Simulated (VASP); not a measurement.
VASP 6.6.1 run: InSb

INCAR

```
LREAL = .FALSE.
GGA = PS
NSW = 0
IBRION = -1
LWAVE = .FALSE.
ISMEAR = -1
LCHARG = .FALSE.
SIGMA = 0.02
NBANDS = 16
ENCUT = 350
EDIFF = 1E-7
PREC = Accurate
ISIF = 2
NELM = 53
LASPH = .TRUE.
IVDW = 11
```

KPOINTS

```
KPOINTS created by Atomic Simulation Environment
0
Gamma
8 8 8
0 0 0
```

POSCAR

```
In Sb
 1.0000000000000000
     3.7689761793755929    0.0000000000000000    0.0000000000000000
     0.0000000000000000    3.7689761793755929    0.0000000000000000
     0.0000000000000000    0.0000000000000000    3.7689761793755929
 In  Sb
   1   1
Cartesian
  0.0000000000000000  0.0000000000000000  0.0000000000000000
  1.8844880896877965  1.8844880896877965  1.8844880896877965
```

The recommended PBE PAW datasets give the neutral cell 18 valence electrons.

Command

```
mpirun -np 1 vasp_std
```

How does this run end, and what does it give?

It converged. Results: gap between bands v and c on the k mesh -3.42 eV (bands overlap: a metal); least direct gap on the k mesh 0.00 eV; pressure -3.2 GPa. Band v is the last that the valence electrons fill when counted band by band, and c is the next.

OSZICAR

```
N       E                     dE             d eps       ncg     rms          rms(c)
DAV:   1     0.919618479485E+02    0.91962E+02   -0.63761E+03  1120   0.882E+02
DAV:   2    -0.223326669657E+01   -0.94195E+02   -0.91608E+02  1272   0.243E+02
DAV:   3    -0.728473340233E+01   -0.50515E+01   -0.50191E+01  1400   0.601E+01
DAV:   4    -0.739869957053E+01   -0.11397E+00   -0.11394E+00  1496   0.950E+00
DAV:   5    -0.740362794613E+01   -0.49284E-02   -0.49283E-02  1616   0.169E+00    0.271E+00
DAV:   6    -0.736000166644E+01    0.43626E-01   -0.70329E-02  1464   0.464E+00    0.149E+00
DAV:   7    -0.735161416029E+01    0.83875E-02   -0.20531E-02  1512   0.199E+00    0.327E-01
DAV:   8    -0.735076802738E+01    0.84613E-03   -0.18086E-03  1408   0.586E-01    0.929E-02
DAV:   9    -0.735075314987E+01    0.14878E-04   -0.11296E-04  1608   0.861E-02    0.383E-02
DAV:  10    -0.735075104739E+01    0.21025E-05   -0.51319E-06  1496   0.214E-02    0.139E-02
DAV:  11    -0.735075073809E+01    0.30930E-06   -0.68486E-07  1544   0.117E-02    0.530E-03
DAV:  12    -0.735075061236E+01    0.12573E-06   -0.69701E-08   840   0.407E-03    0.129E-03
DAV:  13    -0.735075058978E+01    0.22580E-07   -0.49050E-09   832   0.620E-04
   1 F= -.77324767E+01 E0= -.77319287E+01  d E =-.109597E-02
```

Standard output (part)

```
POSCAR found type information on POSCAR InSb
 POSCAR found :  2 types and       2 ions
 LDA part: xc-table for (Slater+PW92), standard interpolation
 POSCAR, INCAR and KPOINTS ok, starting setup
 WAVECAR not read
 entering main loop
```

For comparison, a separate PBEsol run of the intended cell, on usual settings and not on those above, gives a gap of -3.42 eV on its mesh and a pressure of -1.8 GPa.
